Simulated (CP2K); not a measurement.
Crystal: BP.

```
P B
1.0
     3.20885    0.00000    0.00000
     1.60443    2.77895    0.00000
     1.60443    0.92632    2.62002
P B
1 1
Direct
  0.75000 0.75000 0.75000
  0.00000 0.00000 0.00000
```

Base run:

- Program: CP2K 2026.2
- Functional: PBE
- Potentials or basis: POTENTIAL_UZH P GTH-PBE-q5, B GTH-PBE-q3; TZVP-MOLOPT-PBE-GTH basis
- Density cutoff: 9184 eV
- k mesh: 10 × 10 × 10
- Occupations: fermi-dirac, width 0.05 eV
- Spin: no spin polarisation

Its results: band gap on the k mesh 1.37 eV, indirect (least direct gap 3.44 eV); pressure 0.3 GPa.

Task: The run is repeated on the same cell with these changes: functional from PBE to LDA. What comes out?

Result: Band gap on the k mesh 1.21 eV, indirect (least direct gap 3.40 eV); pressure -1.1 GPa.

LDA binds more tightly than PBE, so the same cell stands under less pressure.

Caveats: the basis of atomic orbitals isn't converged, which shifts pressures, moduli and gaps; the potentials were made for another functional, which shifts forces and pressure (some runs).

A k mesh can miss the band edges.

Not every run made on this cell is shown here.
